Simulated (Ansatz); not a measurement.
## Si (Fd-3m) under several functionals

Plane-wave DFT in Ansatz with scalar-relativistic PAW potentials. The same structure was relaxed (cell and atoms, symmetry kept) in separate runs at each level. No spin polarisation.

| level | cutoff (eV) | k mesh | V (Å³/atom) | a (Å) | gap (eV) |
| --- | --- | --- | --- | --- | --- |
| LDA | 420 | 12×12×12 | 19.704 | 5.402 | 0.44 |
| PBEsol | 420 | 12×12×12 | 20.055 | 5.434 | 0.46 |
| r2SCAN | 500 | 8×8×8 | 20.165 | 5.444 | 0.81 |

Problem. Where does PBE (420 eV, k mesh 8×8×8) fall?

Solution. V (Å³/atom) 20.459, a (Å) 5.470, gap (eV) 0.65. Its volume is the largest of the set. The usual order of volumes, LDA < PBEsol < PBE, holds here (19.704, 20.055, 20.459 Å³/atom). As a rule LDA overbinds; PBEsol, built on the gradient expansion of slowly varying densities, lies between LDA and PBE; PBE's stronger gradient term for exchange weakens bonds. r2SCAN lies 1.4 % under PBE in volume. Each gap belongs to its own cell, so it mixes the functional's effect with that of the volume; gaps are the least found on the k mesh or on a band path.

Cost: 4 runs of about 0.63 core-minutes in all, on Intel Xeon Processor @ 2.50GHz (Skylake/Cascade Lake) (shared hosts).